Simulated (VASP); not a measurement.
AgCl (Chlorargyrite): single point with PBE

**The experiment to reproduce.**

A printed reference work, data compilation reports, for a bulk crystal of AgCl: band gap 3.249 eV (indirect).

Crystal: AgCl (Chlorargyrite).

```xyz
2
Lattice="0.0000 2.7732 2.7732 2.7732 0.0000 2.7732 2.7732 2.7732 0.0000" Properties=species:S:1:pos:R:3 pbc="T T T"
Ag    0.0000    0.0000    0.0000
Cl    2.7732    2.7732    2.7732
```

| Item | Value |
| --- | --- |
| Program | VASP 6.6.1 |
| Task | single point |
| Functional | PBE |
| Potentials or basis | VASP PAW PBE potentials, release 64 (Ag, Cl) |
| Cutoff | 520 eV |
| k mesh | 6 × 6 × 6 |
| Occupations | gaussian, width 0.01 eV |
| Spin | no spin polarisation |
| Dipole correction | no |
| Further INCAR settings | ALGO = Normal; EDIFF = 1e-07; NBANDS = 16 |

The pressure is 1.5 GPa and the band gap on the k mesh is 0.91 eV, indirect (least direct gap 3.23 eV).

Levels at points of the mesh, in eV from the valence-band top:
| k point | band 5 | band 6 | band 7 | band 8 | band 9 | band 10 | band 11 | band 12 | band 13 | band 14 |
| --- | --- | --- | --- | --- | --- | --- | --- | --- | --- | --- |
| (0.00, 0.00, 0.00) | -2.40 | -2.40 | -2.32 | -2.32 | -2.32 | 0.91 | 10.85 | 10.85 | 10.85 | 12.39 |
| (0.50, 0.00, 0.00) | -2.07 | -2.07 | -1.76 | 0.00 | 0.00 | 4.24 | 6.53 | 7.67 | 7.67 | 13.58 |
| (0.50, 0.50, 0.00) | -2.76 | -2.21 | -1.95 | -1.95 | -1.87 | 2.38 | 8.03 | 8.63 | 11.51 | 11.51 |

Wall time 6.9 s on 1 thread of Intel(R) Xeon(R) 6975P-C (Granite Rapids) (shared host), peak memory 0.17 GiB.

Against the measured gap of AgCl, 3.249 eV (indirect; a printed reference work, data compilation), the calculated 0.91 eV is off by -2.34 eV. So large a miss can be the level of theory's own, or it may mean another phase, state or a wrong row. Spin-orbit coupling on Ag is left out. The value is that of PBE on a finite k mesh, which can miss the band edges, without temperature or zero-point motion. Semilocal functionals fall short of measured gaps as a rule.
